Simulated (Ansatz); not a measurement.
# Structural energy differences of silicon

Computed with DFT, PBE, plane waves (420 eV) with PAW, scalar-relativistic (Ansatz 0.2.0).

Each structure is relaxed within its own symmetry, so a high-lying one may be dynamically unstable.

```tsv
structure	ΔE (meV/atom)	V (Å³/atom)	cell	magnetic state
diamond	0	20.47	a = 5.471 Å	spin not included
BC8	157	18.45	a = 6.659 Å	spin not included
beta-Sn type	289	15.36	a = 4.806 Å, c = 2.660 Å (c/a = 0.553)	spin not included
simple cubic	348	16.20	a = 2.530 Å	spin not included
omega (AlB2-type)	497	14.81	a = 4.474 Å, c = 2.562 Å (c/a = 0.573)	spin not included
hcp	505	14.39	a = 2.701 Å, c = 4.554 Å (c/a = 1.686)	spin not included
bcc	518	14.61	a = 3.080 Å	spin not included
dhcp	520	14.44	a = 2.719 Å, c = 9.020 Å (c/a = 3.317)	spin not included
fcc	533	14.44	a = 3.866 Å	spin not included
A15	590	14.84	a = 4.915 Å	spin not included
```

ΔE counts from diamond.

Differences under about 8 meV lie within the error of the k-point mesh.
